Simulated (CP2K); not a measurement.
The system is TiO2.

```
Ti O
1.0
     6.43537    0.00000    0.00000
     5.33288    3.60199    0.00000
    -1.84389   -0.56437    6.32897
Ti O
4 8
Direct
  0.90007 0.90007 0.28960
  0.19529 0.19529 0.28376
  0.09993 0.09993 0.71040
  0.80471 0.80471 0.71624
  0.36193 0.36193 0.29340
  0.26349 0.26349 0.65250
  0.86719 0.86719 0.99529
  0.73651 0.73651 0.34750
  0.94165 0.94165 0.63002
  0.13281 0.13281 0.00471
  0.63807 0.63807 0.70660
  0.05835 0.05835 0.36998
```

The cell comes from a database or a generator and needn't be the stable form of this composition.

Base run:

| Item | Value |
| --- | --- |
| Program | CP2K 2026.2 |
| Functional | PBEsol |
| Potentials or basis | POTENTIAL_UZH Ti GTH-PBE-q12, O GTH-PBE-q6; DZVP-MOLOPT-PBE-GTH basis |
| Density cutoff | 11565 eV |
| k mesh | 6 × 6 × 4 |
| Occupations | fermi-dirac, width 0.05 eV |
| Spin | no spin polarisation |

Its results: band gap on the k mesh 2.69 eV, indirect (least direct gap 2.87 eV); pressure -5.1 GPa; largest force 0.128 eV/Å.

The run is repeated on the same cell with these changes: functional from PBEsol to vdW-DF-cx. What comes out?

Band gap on the k mesh 2.71 eV, indirect (least direct gap 2.88 eV); pressure -4.2 GPa; largest force 0.091 eV/Å.

Caveats: the potentials were made for another functional, which shifts forces and pressure; the basis of atomic orbitals isn't converged, which shifts pressures, moduli and gaps.
